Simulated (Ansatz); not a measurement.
The calculation used DFT PBE, scalar-relativistic, plane waves, PAW (Ansatz). Settings: cutoff 420 eV, Γ-centred meshes spaced at most about 0.3 Å⁻¹ (2π included), Gaussian smearing. No spin polarisation.

These are static total energies at zero pressure.

Question: Order these relaxed structures of NaI by energy, lowest first, with the energy over the lowest of them.
A.

```
CELL_PARAMETERS angstrom
0.00000 3.26410 3.26410
3.26410 0.00000 3.26410
3.26410 3.26410 0.00000
ATOMIC_POSITIONS crystal
Na 0.00000 0.00000 0.00000
I 0.50000 0.50000 0.50000
```

B.

```
CELL_PARAMETERS angstrom
5.15075 0.00000 0.00000
-2.57538 4.46068 0.00000
0.00000 0.00000 7.97323
ATOMIC_POSITIONS crystal
Na 0.33333 0.66667 0.38161
Na 0.66667 0.33333 0.88161
I 0.33333 0.66667 0.99153
I 0.66667 0.33333 0.49153
```

C.

```
CELL_PARAMETERS angstrom
4.55345 0.00000 0.00000
0.00000 4.32550 0.00000
0.00000 0.00000 8.37318
ATOMIC_POSITIONS crystal
Na 0.25000 0.50000 0.25106
Na 0.75000 0.50000 0.74894
I 0.25000 0.00000 0.75058
I 0.75000 0.00000 0.24942
```

Answer: A (0 meV/atom), B (43 meV/atom), C (116 meV/atom). Forms: A rock salt type, Fm-3m; B wurtzite type, P6_3mc; C Pmma. Counting I atoms around Na (those within 1.25 times the shortest such distance or 1.15 times the sum of covalent radii, 1.27 where that leaves under three): A has Na 6; B has Na 4; C has Na 4. Origin: A, reached from a cell as deposited in COD, among other starts; B, invented; C, reached from a Materials Project cell. Shaken at random and relaxed again, A came back.

Weakly bound directions are ill-defined at this level, which has no dispersion term (Pmma), and this can change margins and order among such cells. Spin–orbit coupling, which can matter for I, is left out. Cells without such a test can be saddle points. Some types were kept out of the candidates beforehand, so the set may lack a known form.
